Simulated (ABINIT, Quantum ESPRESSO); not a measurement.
# Cost and result for the electronic dielectric constant of GaN

It takes space group P6_3mc (No. 186, hexagonal). The conventional cell has a = 3.180 Å, b = 3.180 Å, c = 5.166 Å, α = 90.00°, β = 90.00°, γ = 120.00°. Ga (site symmetry 3m) is surrounded by 4 N at 1.94 to 1.95 Å. Around N (site symmetry 3m) lie 4 Ga at 1.94 to 1.95 Å.

| rung | level | program and potentials | cutoff (eV) | k mesh | smearing | task | spin | core time | chip | electronic dielectric constant | notes |
| --- | --- | --- | --- | --- | --- | --- | --- | --- | --- | --- | --- |
| GGA | PBE | Quantum ESPRESSO, PseudoDojo 0.4.1 SR PBE standard | 1143 | 8 × 8 × 4, shifted | fixed | phonons | off | 6.6 min | AMD EPYC 9R45 Zen 5 | 5.79 | 9 valence electrons an atom on average |
| LDA | LDA | Quantum ESPRESSO, GBRV 1.5 LDA | 612 | 8 × 8 × 4, shifted | fixed | phonons | off | 16 min | Arm Neoverse V1 | 5.67 | 12 valence electrons an atom on average; cell relaxed first (11.06 Å³/atom) |
| GGA | PBE | ABINIT, PseudoDojo NC SR PBE v0.4.1 standard | 1143 | 6 × 6 × 4, shifted | fixed | dielectric tensor | off | 17 min | Arm Neoverse V2 | 5.94 | coarse mesh; 9 valence electrons an atom on average |
| non-local van der Waals functional | vdW-DF-cx | Quantum ESPRESSO, PseudoDojo 0.4.1 SR PBE standard | 1143 | 6 × 6 × 4, shifted | fixed | phonons | off | 18 min | Arm Neoverse V2 | 6.03 | potentials made for PBE; 9 valence electrons an atom on average |
| LDA | LDA | ABINIT, PseudoDojo NC SR LDA v0.4.1 standard | 1088 | 6 × 6 × 4, shifted | fixed | dielectric tensor | off | 18 min | Intel Xeon Platinum 8375C Ice Lake | 5.96 | coarse mesh; 9 valence electrons an atom on average |
| GGA | PBEsol | Quantum ESPRESSO, PseudoDojo 0.4 FR PBEsol standard | 1143 | 6 × 6 × 4, shifted | fixed | dielectric tensor | SOC, no magnetisation | 20 min | Arm Neoverse V1 | 6.03 | 9 valence electrons an atom on average |
| GGA | AM05 | Quantum ESPRESSO, PseudoDojo 0.4.1 SR PBE standard | 1143 | 8 × 8 × 4, shifted | fixed | phonons | off | 21 min | Arm Neoverse V2 | 5.93 | potentials made for PBE; 9 valence electrons an atom on average; cell relaxed first (11.40 Å³/atom) |
| GGA | WC | Quantum ESPRESSO, PseudoDojo 0.4.1 SR PBE standard | 1143 | 8 × 8 × 4, shifted | fixed | phonons | off | 21 min | Arm Neoverse V2 | 5.99 | potentials made for PBE; 9 valence electrons an atom on average; cell relaxed first (11.44 Å³/atom) |
| LDA | LDA | Quantum ESPRESSO, PseudoDojo 0.4.1 SR LDA standard | 1143 | 8 × 8 × 4, shifted | fixed | phonons | off | 21 min | Arm Neoverse V2 | 5.81 | 9 valence electrons an atom on average |
| GGA | RPBE | Quantum ESPRESSO, PseudoDojo 0.4.1 SR PBE standard | 1143 | 8 × 8 × 4, shifted | fixed | phonons | off | 22 min | Intel Xeon | 5.67 | potentials made for PBE; 9 valence electrons an atom on average |
| GGA + dispersion | PBE+D2 | Quantum ESPRESSO, PseudoDojo 0.4.1 SR PBE standard | 1143 | 8 × 8 × 4, shifted | fixed | phonons | off | 26 min | Arm Neoverse V1 | 5.96 | 9 valence electrons an atom on average; cell relaxed first (11.66 Å³/atom) |
| GGA + dispersion | PBE+D3(BJ) | Quantum ESPRESSO, PseudoDojo 0.4.1 SR PBE standard | 1143 | 8 × 8 × 4, shifted | fixed | phonons | off | 27 min | Arm Neoverse V1 | 5.90 | 9 valence electrons an atom on average; cell relaxed first (11.53 Å³/atom) |
| GGA | BLYP | Quantum ESPRESSO, PseudoDojo 0.4.1 SR PBE standard | 1143 | 8 × 8 × 4, shifted | fixed | phonons | off | 28 min | Arm Neoverse V1 | 6.15 | potentials made for PBE; 9 valence electrons an atom on average; cell relaxed first (12.16 Å³/atom) |
| GGA | PBE | Quantum ESPRESSO, SSSP 1.3 efficiency PBE | 952 | 6 × 6 × 4, shifted | fixed | phonons | off | 37 min | Arm Neoverse V1 | 6.11 | 9 valence electrons an atom on average; cell relaxed first (11.72 Å³/atom) |

Times are single runs on shared hosts and different chips, so they are rough; meshes, cutoffs and the tasks' sizes weigh on the time. Smearing widths are in eV. The cell comes from a database and isn't always the measured one. Meshes differ between rows, which moves values too. All levels ran on this one cell, unrelaxed unless noted. Meshes are those of the run's cell of 4 atoms unless a note names another. Runs on faulty files, with rough fits or with known faults for this quantity aren't shown.

By rung: LDA in relaxed cells 5.67; LDA 5.81; GGA 5.67 to 6.03; GGA in relaxed cells 5.93 to 6.15; GGA + dispersion in relaxed cells 5.90 to 5.96; non-local van der Waals functional 6.03; LDA on coarse meshes 5.96; GGA on coarse meshes 5.94.
